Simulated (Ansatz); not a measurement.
TiSi2:

```
CELL_PARAMETERS angstrom
0.00000 4.11752 4.26290
2.38951 0.00000 4.26290
2.38951 4.11752 0.00000
ATOMIC_POSITIONS crystal
Ti 0.75000 0.75000 0.75000
Ti 0.50000 0.50000 0.50000
Si 0.41257 0.08743 0.41257
Si 0.08743 0.41257 0.08743
Si 0.16257 0.83743 0.16257
Si 0.83743 0.16257 0.83743
```

The cell is a database's computed one.

Below is the output of Ansatz 0.2.0 for this cell. Logs are shortened: lines on timing, memory, paths and dates and some standing lists are left out, and cuts for length are marked.

```text
Warning: The stringent table, which hamiltonian.pseudopotentials names, holds the potential of the library's standard table for Ti, Si (one content_sha256, or a second file that the publisher made of the same generator input, which states another). The run takes no other species from the library, so that hamiltonian.pseudopotentials.accuracy: standard would change no potential of it. The deck needs no change, but a comparison with a run at hamiltonian.pseudopotentials.accuracy: standard does not test the potential of Ti, Si. With hamiltonian.pseudopotentials.accuracy and source left out a run reads another potential of Ti, Si, from this project's own files. To test it, run on another potential, such as that of hamiltonian.pseudopotentials: {kind: paw}
Warning: RAYON_NUM_THREADS=2 ignored (pool sized by the plan → 2); use --threads N
Engine: ansatz 0.2.0, aarch64-unknown-linux-gnu
Pseudopotentials: kind: nc
Pseudopotential: Ti, nc, valence charge 12, recommended cutoff 1142.878222 eV (normal), Ti.nc.azcp (PseudoDojo's, or run here from an input of PseudoDojo's; its table is named by hamiltonian.pseudopotentials.accuracy)
Pseudopotential: Si, nc, valence charge 4, recommended cutoff 489.804952 eV (normal), Si.nc.azcp (PseudoDojo's, or run here from an input of PseudoDojo's; its table is named by hamiltonian.pseudopotentials.accuracy)
Functional definition: PBE
  parameter kappa = 0.804
  parameter beta = 0.06672455060314922
  exchange = pbe_x(kappa = kappa, mu = beta*pi^2/3)
  correlation = pbe_c(beta = beta)
Crystal: 6 atoms, lattice volume = 83.884 Å³
Basis set: ecut = 1142.878222 eV, 7337 PW (Γ), exchange–correlation on 144×108×108 points (8 copies of the dense FFT grid, shifted against one another)
Bands: 26, of which v1, the nominal top of the filled ones, is band 20 counted from 1 (19 counted from 0)
Symmetry: 8 space group operations
Space group: Fddd (ITA 70), of the structure as read, at distance tolerance 4.4e-5 Å
k-points: 64 of 343
Non-local potential: Ti, projectors of the file, l = 0: 2, l = 1: 2, l = 2: 2
Non-local potential: Si, projectors of the file, l = 0: 2, l = 1: 2, l = 2: 2
Initial density: superposition of atomic densities (chi_scale 0.1, normalization cell, long waves kept (reshape's long-wave potential 0.00 eV rms))
Initial wavefunctions: pseudopotential atomic-orbital guess
Functional: x = pbe(κ = 0.804, μ = 0.2195149727645171), c = pbe(β = 0.06672455060314922)
[... 68 lines left out ...]
  E_ewald      = -2660.879463
  E_smearing   = -0.020250  (= −TS)
  E_closure    = -0.000000  (closes the sum)
  Σ components = -3694.200366   (vs F -3694.200366, Δ=0.00e0)
--- Forces (eV/Å), atoms counted from 1 ---
  atom   1  Ti     0.00000000     0.00000000     0.00000000
  atom   2  Ti     0.00000000    -0.00000000     0.00000000
  atom   3  Si     0.00000000     0.00039256     0.00000000
  atom   4  Si     0.00000000    -0.00039256     0.00000000
  atom   5  Si     0.00000000     0.00039256     0.00000000
  atom   6  Si     0.00000000    -0.00039256     0.00000000
  max |Σ_I F_I| component: 0.00e0 eV/Å
--- Stress (GPa, compression-positive) ---
        0.002306       0.000000      -0.000000
        0.000000      -0.000028       0.000000
       -0.000000       0.000000       0.001019
  P = ⅓ Tr σ = 0.0011 GPa (0.011 kbar)
--- Band table (eV; the first three rows and the last of 64) ---
  k-point 0: bands = ["-43.8284", "-43.8014", "-20.2071", "-20.2060", "-20.1209", "-20.1064", "-20.0989", "-20.0858", "-0.0548", "5.7677", "6.7435", "7.1092", "7.4776", "8.7169", "8.7306", "9.9425", "10.2052", "10.4075", "10.6887", "11.1336", "11.5664", "14.5040", "15.5329", "15.7214", "15.8473", "15.8859"]
  k-point 1: bands = ["-43.8274", "-43.8024", "-20.2086", "-20.2028", "-20.1269", "-20.1065", "-20.0972", "-20.0857", "0.1566", "5.5014", "5.9217", "6.9750", "7.8275", "8.6397", "9.1633", "9.7254", "10.3092", "10.4241", "11.2061", "11.2969", "11.5492", "14.3024", "15.3656", "15.4334", "15.6164", "15.7570"]
  k-point 2: bands = ["-43.8247", "-43.8050", "-20.2130", "-20.1937", "-20.1420", "-20.1052", "-20.0948", "-20.0851", "0.7636", "4.5972", "5.0965", "6.8143", "7.6425", "8.3680", "9.4226", "9.9180", "10.7226", "11.1556", "11.3932", "11.7288", "12.3181", "13.7886", "14.9400", "15.0374", "15.2341", "15.2744"]
  k-point 63: bands = ["-43.8155", "-43.8142", "-20.1876", "-20.1812", "-20.1503", "-20.1413", "-20.0896", "-20.0859", "1.9678", "2.0016", "5.9490", "6.9430", "7.8939", "9.2209", "9.4285", "9.9133", "10.8062", "11.0225", "11.4594", "11.4980", "13.3448", "13.4150", "14.4981", "15.0414", "15.4266", "15.5967"]
--- Relaxed structure (4 steps of the walk, 4 accepted, 1 SCFs on fresh bases) ---
  F+E_penalty+E_count = -3694.20036637 eV   max|allowed force component| = 3.926e-4 eV/Å   (the final SCF, on the basis selected at the relaxed cell)
  cell:  # Å, volume = 84.9946 Å³
    - [-2.7951046357916697e-18, 4.123180732684097, 4.289360105619256]
    - [2.402903103393837, 1.8161979468655804e-33, 4.289360105619256]
    - [2.402903103393837, 4.123180732684097, -1.566759560569985e-18]
  atoms:
    - { symbol: Ti, position: [0.7499999999999998, 0.75, 0.7500000000000001] }
    - { symbol: Ti, position: [0.5, 0.5, 0.5] }
    - { symbol: Si, position: [0.41272794484940817, 0.08727205515059183, 0.41272794484940833] }
    - { symbol: Si, position: [0.08727205515059172, 0.4127279448494083, 0.08727205515059183] }
    - { symbol: Si, position: [0.16272794484940822, 0.8372720551505918, 0.16272794484940822] }
    - { symbol: Si, position: [0.8372720551505919, 0.1627279448494081, 0.8372720551505919] }
```

Q: What input gives this log?

A: Relaxation of cell and atoms with PBE, no spin polarisation. The files as run (others can give the same):

input.yaml
```yaml
crystal:
  lattice:
    - [0.0, 4.1175163063, 4.2628978354]
    - [2.3895119538, 0.0, 4.2628978354]
    - [2.3895119538, 4.1175163063, 0.0]
  atoms:
    - { symbol: Ti, position: [0.75, 0.75, 0.75] }
    - { symbol: Ti, position: [0.5, 0.5, 0.5] }
    - { symbol: Si, position: [0.41256561, 0.08743439, 0.41256561] }
    - { symbol: Si, position: [0.08743439, 0.41256561, 0.08743439] }
    - { symbol: Si, position: [0.16256561, 0.83743439, 0.16256561] }
    - { symbol: Si, position: [0.83743439, 0.16256561, 0.83743439] }
hamiltonian:
  xc: pbe
  pseudopotentials: { kind: nc, accuracy: stringent }
kpoints:
  mp_grid: { grid: [7, 7, 7] }
scf:
  occupations: { method: fermi_dirac, width: 0.05 }
output:
  forces: true
  stress: true
  eigenvalues: true
  write_density: true
  write_potential: true
  elf: true
  volumetric_format: npy
relax:
  f_tol: 0.01
  max_steps: 40
  cell: { stress_tol: 0.05 }
```

Potentials or basis: PseudoDojo stringent (PBE files).
The run is started by
```console
$ ansatz run input.yaml --threads 2 --pin off --max-ram 5632MiB --backend cpu --events-out ev --progress --plain --runs-dir out
```

Caveat: the plane-wave basis is chosen anew once the cell has moved, so the energies of steps on either side of that aren't comparable.
